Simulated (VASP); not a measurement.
Runs of VASP 6.6.1 on Ge. It takes space group Cmcm (No. 63, orthorhombic). Conventional cell: a = 2.976 Å, b = 5.189 Å, c = 4.728 Å, α = 90.00°, β = 90.00°, γ = 90.00°. Ge (site symmetry m2m) has 12 Ge at 2.92 to 2.99 Å as nearest neighbours. This isn't the form of Ge at room conditions, which is diamond.

| k mesh | cutoff (eV) | mesh quality | gap on the mesh (eV) | pressure (GPa) | largest force (eV/Å) |
| --- | --- | --- | --- | --- | --- |
| 5 × 5 × 3 | 500 | coarse | none | 4.3 | 0.01 |
| 4 × 4 × 2 | 450 | coarse | none | -0.2 | - |
| 7 × 7 × 4 | 450 | not flagged | none | 5.5 | 0.01 |
| 7 × 7 × 4 | 500 | not flagged | none | (a) | 0.01 |

Alike in all rows: task single point; level PBE; potentials or basis VASP PAW PBE potentials, release 64 (Ge_d_GW); no spin polarisation; cell as given; smearing gaussian 0.02 eV.

Fill in the values left out.

(a) 4.8.

Caveats: some runs use coarse meshes; the cutoff is under 1.25 times the usual one of these potentials, so pressure, stress and relaxed cells hold a basis-set (Pulay) error (some runs).

A k mesh can miss the band edges, and the runs leave out spin-orbit coupling on Ge.

A gap of «none» marks a metal or a gap under the smearing width.
